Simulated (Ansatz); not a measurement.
**Point defect: Be interstitial in BeSe**

Method: Ansatz 0.2.0, DFT PBEsol, scalar-relativistic, plane waves, PAW. Run with 420 eV cutoff, 2×2×2 k-mesh, shifted by half a step, Gaussian smearing of 0.01 eV, collinear spin in charge +1 alone.

Host crystal, relaxed:

```cif
data_structure
_symmetry_space_group_name_H-M 'P 1'
_symmetry_Int_Tables_number 1
_cell_length_a 3.6266
_cell_length_b 3.6266
_cell_length_c 3.6266
_cell_angle_alpha 60.000
_cell_angle_beta 60.000
_cell_angle_gamma 60.000
_cell_volume 33.73
loop_
_atom_site_label
_atom_site_type_symbol
_atom_site_fract_x
_atom_site_fract_y
_atom_site_fract_z
_atom_site_occupancy
Be1 Be 0.00000 0.00000 0.00000 1
Se1 Se 0.25000 0.25000 0.25000 1
```

Supercell of 32 atoms, rows in host cell vectors: -1 -1 -1; 3 -1 -1; -1 -1 3. Atoms relax at the host's cell, keeping the symmetry that the supercell leaves at the site. The cell is small, so energies carry finite-size errors of tenths of an eV. The host's Kohn–Sham gap is 2.47 eV.

Defect: Be interstitial at (0.750, 0.750, 0.750) of the host cell, charge 0.

(1) Give the relaxed supercell.

Answers

(1)
```
CELL_PARAMETERS angstrom
-5.12872 -5.12872 -5.12872
-5.12872 5.12872 5.12872
5.12872 5.12872 -5.12872
ATOMIC_POSITIONS crystal
Be 0.75342 0.00000 0.25230
Be 0.50230 0.00000 0.50342
Be 0.25000 0.00000 0.74715
Be 0.74658 0.49658 0.74889
Be 0.75342 0.25230 0.00000
Be 0.50285 0.25285 0.25285
Be 0.25000 0.25230 0.50342
Be 0.99770 0.25111 0.74770
Be 0.99715 0.00000 0.00000
Be 0.74658 0.74889 0.49658
Be 0.50111 0.74770 0.74770
Be 0.50230 0.50342 0.00000
Be 0.25000 0.50342 0.25230
Be 0.99889 0.49658 0.49658
Be 0.25000 0.74715 0.00000
Be 0.99770 0.74770 0.25111
Se 0.50472 0.00000 0.25472
Se 0.25000 0.00000 0.49783
Se 0.99528 0.00000 0.74528
Se 0.50000 0.50000 0.75000
Se 0.50472 0.25472 0.00000
Se 0.25000 0.25472 0.25472
Se 0.00000 0.25000 0.50000
Se 0.75000 0.25000 0.75000
Se 0.74783 0.00000 0.00000
Se 0.50000 0.75000 0.50000
Se 0.25000 0.74528 0.74528
Se 0.25000 0.49783 0.00000
Se 0.00000 0.50000 0.25000
Se 0.75217 0.50217 0.50217
Se 0.99528 0.74528 0.00000
Se 0.75000 0.75000 0.25000
Be 0.25000 0.00000 0.00000
```
Around the defect: 4 Be at 2.25 Å, 6 Se at 2.61 Å. The run ended with a moment of 0.00 μB (no spin polarisation).